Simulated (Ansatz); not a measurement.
# A series in volume per atom on HfN

Periodic Kohn-Sham DFT of a crystal at fixed atoms; pressure and stress are positive in compression; the energy is the free energy less that of spherical unpolarised free atoms; site moments are those in the method's own spheres, positive along +z. The results are calculated, by Ansatz 0.2.0.

Cell of the first row (space group Fm-3m, No. 225):
```
HfN
1.0
      0.0000     2.2129     2.2129
      2.2129     0.0000     2.2129
      2.2129     2.2129     0.0000
Hf N
1 1
Direct
  0.00000 0.00000 0.00000
  0.50000 0.50000 0.50000
```

Settings of every row: method all-electron LAPW; functional PBEsol; relativity scalar; k mesh 10x10x10; filling fermi-dirac; smearing width 0.01 eV; basis error target 0.5 meV/atom; nucleus gaussian.

Atom start moment: 0 on all atoms.

Limits: no spin-orbit coupling on heavy atoms.

```csv
row,volume per atom (Å³),energy less free atoms (eV/atom),pressure (GPa)
1,10.836,-10.0994,16.214
2,11.067,-10.1176,9.129
3,11.297,-10.1261,2.761
4,11.413,-10.127,-0.178
5,11.528,-10.1258,-2.964
6,11.643,-10.1227,-5.606
7,11.758,-10.1178,-8.111
8,11.989,?,?
9,12.22,-10.0814,-16.893
```

Question: what energy less free atoms and pressure should row 8 give?

Worked fit of energy less free atoms. Take u = (V_r/V)^(2/3) − 1 with V_r = 11.471 Å³ an atom, which is twice the finite (Eulerian) strain; such expansions in the strain, on which the Birch-Murnaghan equation of state is built, carry the rest volume and the bulk modulus. The shown rows have u = 0.0387, 0.02419, 0.01024, 0.00339, -0.0033, -0.00987, -0.01634, -0.04129. Least squares give energy less free atoms = −10.12664 − 0.1754 × u + 22.516 × u² + 5.5 × u³ eV/atom; a parabola predicts inner rows, each left out in turn, worse (root mean square 9e-05 against 3.8e-05 eV/atom). All shown rows lie on it to the printed digit. Its lowest point lies at u = 0.0039, or V = 11.4 Å³ an atom, and the curvature there gives the bulk modulus at fixed shape and fractions, B = (4/9)(1 + u)² E″(u)/V = 284 GPa. The withheld row has u = -0.02902, so the fit gives −10.12664 − 0.1754 × (-0.02902) + 22.516 × (-0.02902)² + 5.5 × (-0.02902)³ = -10.1027 eV/atom.

The calculation gave -10.1027 eV/atom. The fit meets it to the printed digit.

Worked fit of pressure. Take u = (V_r/V)^(2/3) − 1 with V_r = 11.471 Å³ an atom, which is twice the finite (Eulerian) strain; such expansions in the strain, on which the Birch-Murnaghan equation of state is built, carry the rest volume and the bulk modulus. The shown rows have u = 0.0387, 0.02419, 0.01024, 0.00339, -0.0033, -0.00987, -0.01634, -0.04129. Least squares give pressure = −1.6074 + 416.694 × u + 1128.18 × u² GPa; a straight line predicts inner rows, each left out in turn, worse (root mean square 0.54 against 0.01 GPa). The rows lie off it by 0.006, -0.004, -0.017, 0.004, 0.006, 0.004, 0.004, -0.004 (root mean square 0.0074 GPa). The pressure vanishes at u = 0.0038, or V = 11.41 Å³ an atom, and there the bulk modulus at fixed shape and fractions is B = −V dP/dV = (2/3)(1 + u) dP/du = 285 GPa. The withheld row has u = -0.02902, so the fit gives −1.6074 + 416.694 × (-0.02902) + 1128.18 × (-0.02902)² = -12.750 GPa.

The calculation gave -12.737 GPa. The fit lies 0.013 GPa (0.039 % of the column's range) below it; its largest miss of a shown row is 0.017 GPa.
